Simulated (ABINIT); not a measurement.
# MgS (P6_3mc) in ABINIT: single point with AM05

Aim: the single point of MgS with AM05.

Program: ABINIT 10.8.3 (patched build). These are calculated values, not measurements. Logs are shortened: lines on timing, memory, paths and dates and some standing lists are left out, and cuts for length are marked. The log counts tension as positive stress, the text compression.

## (1) Starting point

The structure is hexagonal, space group P6_3mc (No. 186). Conventional cell: a = 4.035 Å, b = 4.035 Å, c = 6.432 Å, α = 90.00°, β = 90.00°, γ = 120.00°. S (site symmetry 3m) has 4 Mg at 2.45 to 2.47 Å as nearest neighbours. Mg (site symmetry 3m) is surrounded by 4 S at 2.45 to 2.47 Å.

The cell comes from a database or a generator and needn't be the stable form of this composition.

## (2) Single point, AM05

run.abi

```
pp_dirpath "./"
pseudos "S.upf, Mg.upf"

acell 3*1.0
rprim
     7.6243313651     0.0000000000     0.0000000000
    -3.8121656826     6.6028646491     0.0000000000
     0.0000000000     0.0000000000    12.1552743532
ntypat 2
znucl 16 12
natom 4
typat 1 1 2 2
xred
     0.6666666667     0.3333333333     0.8792441500
     0.3333333333     0.6666666667     0.3792441500
     0.3333333333     0.6666666667     0.9957548500
     0.6666666667     0.3333333333     0.4957548500

ecut 38.0

kptopt 1
ngkpt 6 6 3
nshiftk 1
shiftk 0.0 0.0 0.0

ixc -120135

nband 20
occopt 3
tsmear 0.00183747

nstep 100
tolvrs 1.0e-10

iomode 3
prtwf 0
prtden 0
prteig 0
prtebands 0
```

Potentials or basis: PseudoDojo NC SR PBEsol v0.4.1 standard.

Started as:

```console
$ abinit run.abi > log 2>&1
```

run.abo:

```text
.Version 10.8.3 of ABINIT
 Symmetries : space group P6_3 m c (#186); Bravais hP (primitive hexag.)
================================================================================
 Values of the parameters that define the memory need of the present run
     intxc =       0    ionmov =       0      iscf =       7    lmnmax =       6
     lnmax =       6     mgfft =      72  mpssoang =       3    mqgrid =    3374
     natom =       4  nloc_mem =       1    nspden =       1   nspinor =       1
    nsppol =       1      nsym =      12    n1xccc =    2501    ntypat =       2
    occopt =       3   xclevel =       2
       mpw =        6870          nfft =      145800          nkpt =          14
================================================================================
================================================================================

--------------------------------------------------------------------------------
------------- Echo of variables that govern the present computation ------------
--------------------------------------------------------------------------------
 -outvars: echo values of preprocessed input variables --------
            acell      1.0000000000E+00  1.0000000000E+00  1.0000000000E+00 Bohr
              amu      3.20660000E+01  2.43050000E+01
             ecut      3.80000000E+01 Hartree
              ixc     -120135
         kptrlatt        6    0    0      0    6    0      0    0    3
          kptrlen      3.64658231E+01
            natom           4
            nband          20
            ngfft          45      45      72
             nkpt          14
            nstep         100
             nsym          12
           ntypat           2
           occopt           3
           prtden           0
        prtebands           0
           prteig           0
            prtwf           0
            rprim      7.6243313651E+00  0.0000000000E+00  0.0000000000E+00
                      -3.8121656826E+00  6.6028646491E+00  0.0000000000E+00
                       0.0000000000E+00  0.0000000000E+00  1.2155274353E+01
          spgroup         186
           tolvrs      1.00000000E-10
           tsmear      1.83747000E-03 Hartree
            typat      1  1  2  2
           xangst      2.0173112020E+00  1.1646951655E+00  5.6555570250E+00
                      -1.7639159799E-11  2.3293903311E+00  2.4394099372E+00
                      -1.7639159799E-11  2.3293903311E+00  6.4049881220E+00
                       2.0173112020E+00  1.1646951655E+00  3.1888410342E+00
            xcart      3.8121656825E+00  2.2009548830E+00  1.0687453867E+01
                      -3.3333181110E-11  4.4019097661E+00  4.6098166901E+00
                      -3.3333181110E-11  4.4019097661E+00  1.2103673390E+01
                       3.8121656825E+00  2.2009548830E+00  6.0260362137E+00
             xred      6.6666666667E-01  3.3333333333E-01  8.7924415000E-01
                       3.3333333333E-01  6.6666666667E-01  3.7924415000E-01
                       3.3333333333E-01  6.6666666667E-01  9.9575485000E-01
                       6.6666666667E-01  3.3333333333E-01  4.9575485000E-01
            znucl       16.00000   12.00000

================================================================================

 chkinp: Checking input parameters for consistency.

================================================================================
== DATASET  1 ==================================================================

--- !DatasetInfo
iteration_state: {dtset: 1, }
dimensions: {natom: 4, nkpt: 14, mband: 20, nsppol: 1, nspinor: 1, nspden: 1, mpw: 6870, }
cutoff_energies: {ecut:  38.0, pawecutdg:  -1.0, }
electrons: {nelect:   3.20000000E+01, charge:   0.00000000E+00, occopt:   3.00000000E+00, tsmear:   1.83747000E-03, }
meta: {optdriver: 0, ionmov: 0, optcell: 0, iscf: 7, paral_kgb: 0, }
...

 Real(R)+Recip(G) space primitive vectors, cartesian coordinates (Bohr,Bohr^-1):
 R(1)=  7.6243314  0.0000000  0.0000000  G(1)=  0.1311590  0.0757247  0.0000000
 R(2)= -3.8121657  6.6028646  0.0000000  G(2)=  0.0000000  0.1514494  0.0000000
 R(3)=  0.0000000  0.0000000 12.1552744  G(3)=  0.0000000  0.0000000  0.0822688
 Unit cell volume ucvol=  6.1192602E+02 bohr^3
 Angles (23,13,12)=  9.00000000E+01  9.00000000E+01  1.20000000E+02 degrees

 getcut: wavevector=  0.0000  0.0000  0.0000  ngfft=  45  45  72
         ecut(hartree)=     38.000   => boxcut(ratio)=   2.07967

--- Pseudopotential description ------------------------------------------------
- pspini: atom type   1  psp file is ./S.upf
12 -116133 2 -1 1146                          pspcod,pspxc,lmax,lloc,mmax
     nproj     2     2     2

- pspini: atom type   2  psp file is ./Mg.upf
12 -116133 1 -1 1510                          pspcod,pspxc,lmax,lloc,mmax
     nproj     2     2     0

   1.14564319E+03                                ecore*ucvol(ha*bohr**3)
--------------------------------------------------------------------------------

================================================================================

--- !BeginCycle
iteration_state: {dtset: 1, }
solver: {iscf: 7, nstep: 100, nline: 4, wfoptalg: 0, }
tolerances: {tolvrs: 1.00E-10, }
...

     iter   Etot(hartree)      deltaE(h)  residm     vres2
 ETOT  1  -140.58720531292    -1.406E+02 2.678E-01 2.937E+02
 ETOT  2  -140.71497922969    -1.278E-01 1.163E-02 2.843E+01
 ETOT  3  -140.71921190399    -4.233E-03 1.057E-03 3.354E-01
 ETOT  4  -140.71922159809    -9.694E-06 3.415E-04 4.042E-02
 ETOT  5  -140.71922267025    -1.072E-06 1.330E-04 3.991E-03
 ETOT  6  -140.71922279387    -1.236E-07 1.843E-04 1.011E-04
 ETOT  7  -140.71922280387    -9.991E-09 7.872E-05 1.376E-05
 ETOT  8  -140.71922280474    -8.781E-10 1.052E-04 1.684E-06
 ETOT  9  -140.71922280482    -7.569E-11 3.990E-05 1.579E-08
 ETOT 10  -140.71922280482     1.137E-13 5.289E-05 3.140E-10
 ETOT 11  -140.71922280482    -1.222E-12 1.932E-05 3.912E-11

 At SCF step   11       vres2   =  3.91E-11 < tolvrs=  1.00E-10 =>converged.

 Cartesian components of stress tensor (hartree/bohr^3)
  sigma(1 1)=  2.49230747E-06  sigma(3 2)=  0.00000000E+00
  sigma(2 2)=  2.49230742E-06  sigma(3 1)=  0.00000000E+00
  sigma(3 3)=  1.43477437E-05  sigma(2 1)=  2.31878723E-14

--- !ResultsGS
iteration_state: {dtset: 1, }
comment   : Summary of ground state results
lattice_vectors:
- [  7.6243314,   0.0000000,   0.0000000, ]
- [ -3.8121657,   6.6028646,   0.0000000, ]
- [  0.0000000,   0.0000000,  12.1552744, ]
lattice_lengths: [   7.62433,    7.62433,   12.15527, ]
lattice_angles: [ 90.000,  90.000, 120.000, ] # degrees, (23, 13, 12)
lattice_volume:   6.1192602E+02
convergence: {deltae: -1.222E-12, res2:  3.912E-11, residm:  1.932E-05, diffor: null, }
etotal    :  -1.40719223E+02
entropy   :   0.00000000E+00
fermie    :   1.32481041E-01
cartesian_stress_tensor: # hartree/bohr^3
- [  2.49230747E-06,   2.31878723E-14,   0.00000000E+00, ]
- [  2.31878723E-14,   2.49230742E-06,   0.00000000E+00, ]
- [  0.00000000E+00,   0.00000000E+00,   1.43477437E-05, ]
pressure_GPa:  -1.8959E-01
xred      :
- [  6.6667E-01,   3.3333E-01,   8.7924E-01,  S]
- [  3.3333E-01,   6.6667E-01,   3.7924E-01,  S]
- [  3.3333E-01,   6.6667E-01,   9.9575E-01, Mg]
- [  6.6667E-01,   3.3333E-01,   4.9575E-01, Mg]
cartesian_forces: # hartree/bohr
- [ -5.17331204E-29,  -2.35201576E-28,  -9.02885291E-04, ]
- [ -5.11813005E-29,   9.07194699E-29,  -9.02885291E-04, ]
- [  1.61407336E-29,   5.18510754E-29,   9.02885291E-04, ]
- [  8.67736873E-29,   9.26310303E-29,   9.02885291E-04, ]
force_length_stats: {min:   9.02885291E-04, max:   9.02885291E-04, mean:   9.02885291E-04, }
...

 Integrated electronic density in atomic spheres:
 ------------------------------------------------
 Atom  Sphere_radius  Integrated_density
    1        2.00000          3.97337508
    2        2.00000          3.97337508
    3        2.00000          8.30855090
    4        2.00000          8.30855090
================================================================================

 ----iterations are completed or convergence reached----

 Mean square residual over all n,k,spin=   14.864E-08; max=  19.320E-06
 reduced coordinates (array xred) for    4 atoms
       0.666666666667      0.333333333333      0.879244150000
       0.333333333333      0.666666666667      0.379244150000
       0.333333333333      0.666666666667      0.995754850000
       0.666666666667      0.333333333333      0.495754850000
 rms dE/dt=  6.3472E-03; max dE/dt=  1.0332E-02; dE/dt below (all hartree)
    1      -0.000000000000      0.000000000000      0.010332154435
    2      -0.000000000000     -0.000000000000      0.010332154435
    3      -0.000000000000     -0.000000000000     -0.011617482413
    4      -0.000000000000     -0.000000000000     -0.011617482413

 cartesian coordinates (angstrom) at end:
    1      2.01731120201455     1.16469516553677     5.65555702499595
    2     -0.00000000001764     2.32939033107355     2.43940993718425
    3     -0.00000000001764     2.32939033107355     6.40498812200375
    4      2.01731120201455     1.16469516553677     3.18884103419205

 cartesian forces (hartree/bohr) at end:
    1     -0.00000000000000    -0.00000000000000    -0.00090288529120
    2     -0.00000000000000     0.00000000000000    -0.00090288529120
    3      0.00000000000000     0.00000000000000     0.00090288529120
    4      0.00000000000000     0.00000000000000     0.00090288529120
 frms,max,avg= 5.2128107E-04 9.0288529E-04   0.000E+00  0.000E+00  5.287E-05 h/b

 cartesian forces (eV/Angstrom) at end:
    1     -0.00000000000000    -0.00000000000000    -0.04642822839894
    2     -0.00000000000000     0.00000000000000    -0.04642822839894
    3      0.00000000000000     0.00000000000000     0.04642822839894
    4      0.00000000000000     0.00000000000000     0.04642822839894
 frms,max,avg= 2.6805350E-02 4.6428228E-02   0.000E+00  0.000E+00  2.719E-03 e/A
 length scales=  1.000000000000  1.000000000000  1.000000000000 bohr
              =  0.529177210544  0.529177210544  0.529177210544 angstroms
 Fermi (or HOMO) energy (hartree) =   0.13248   Average Vxc (hartree)=  -0.31493
 Eigenvalues (hartree) for nkpt=  14  k points:
 kpt#   1, nband= 20, wtk=  0.00926, kpt=  0.0000  0.0000  0.0000 (reduced coord)
  -2.64441   -2.64441   -1.42897   -1.42886   -1.42870   -1.42870   -1.42868   -1.42868
  -0.35745   -0.33029   -0.05742    0.04005    0.04005    0.05554    0.05554    0.06153
   0.18650    0.23183    0.33432    0.33432
      occupation numbers for kpt#   1
   2.00000    2.00000    2.00000    2.00000    2.00000    2.00000    2.00000    2.00000
   2.00000    2.00000    2.00000    2.00000    2.00000    2.00000    2.00000    2.00000
   0.00000    0.00000    0.00000    0.00000
 prteigrs : prtvol=0 or 1, do not print more k-points.

--- !EnergyTerms
iteration_state     : {dtset: 1, }
comment             : Components of total free energy in Hartree
kinetic             :  7.55225485601639E+01
hartree             :  5.09873953120900E+01
xc                  : -2.18284730413446E+01
Ewald energy        : -6.71865196621575E+01
psp_core            :  1.87219229846474E+00
local_psp           : -1.46939885067004E+02
non_local_psp       : -3.31464812050333E+01
internal            : -1.40719222804821E+02
'-kT*entropy'       :  2.42975538423505E-15
total_energy        : -1.40719222804821E+02
total_energy_eV     : -3.82916512397624E+03
band_energy         : -2.89743357270423E+01
...

 Cartesian components of stress tensor (hartree/bohr^3)
  sigma(1 1)=  2.49230747E-06  sigma(3 2)=  0.00000000E+00
  sigma(2 2)=  2.49230742E-06  sigma(3 1)=  0.00000000E+00
  sigma(3 3)=  1.43477437E-05  sigma(2 1)=  2.31878723E-14

-Cartesian components of stress tensor (GPa)         [Pressure= -1.8959E-01 GPa]
- sigma(1 1)=  7.33262173E-02  sigma(3 2)=  0.00000000E+00
- sigma(2 2)=  7.33262158E-02  sigma(3 1)=  0.00000000E+00
- sigma(3 3)=  4.22125194E-01  sigma(2 1)=  6.82210757E-10

== END DATASET(S) ==============================================================
================================================================================

 -outvars: echo values of variables after computation  --------
            acell      1.0000000000E+00  1.0000000000E+00  1.0000000000E+00 Bohr
           etotal     -1.4071922280E+02
            fcart     -5.1733120417E-29 -2.3520157557E-28 -9.0288529120E-04
                      -5.1181300466E-29  9.0719469886E-29 -9.0288529120E-04
                       1.6140733570E-29  5.1851075414E-29  9.0288529120E-04
                       8.6773687313E-29  9.2631030271E-29  9.0288529120E-04
            rprim      7.6243313651E+00  0.0000000000E+00  0.0000000000E+00
                      -3.8121656826E+00  6.6028646491E+00  0.0000000000E+00
                       0.0000000000E+00  0.0000000000E+00  1.2155274353E+01
           strten      2.4923074676E-06  2.4923074185E-06  1.4347743709E-05
                       0.0000000000E+00  0.0000000000E+00  2.3187872338E-14
           xangst      2.0173112020E+00  1.1646951655E+00  5.6555570250E+00
                      -1.7639159799E-11  2.3293903311E+00  2.4394099372E+00
                      -1.7639159799E-11  2.3293903311E+00  6.4049881220E+00
                       2.0173112020E+00  1.1646951655E+00  3.1888410342E+00
             xred      6.6666666667E-01  3.3333333333E-01  8.7924415000E-01
                       3.3333333333E-01  6.6666666667E-01  3.7924415000E-01
                       3.3333333333E-01  6.6666666667E-01  9.9575485000E-01
                       6.6666666667E-01  3.3333333333E-01  4.9575485000E-01
 Calculation completed.
```

It took 68 s on 1 thread of Arm Neoverse V1, shared host; peak memory 0.12 GiB.

Results:

```yaml
Free_energy: -3829.1651 eV
Pressure: -0.2 GPa
Largest_force: 0.046 eV/Å
Band_gap_on_the_k_mesh: 3.40 eV, direct
Valence_electrons_inside_the_program's_atomic_spheres: S 3.97; Mg 8.31
```

Forces in eV/Å, atoms in the order of the input:
```
S    0.000  0.000 -0.046
S    0.000  0.000 -0.046
Mg   0.000  0.000  0.046
Mg   0.000  0.000  0.046
```

Caveat: the potentials were made for another functional, which shifts forces and pressure.
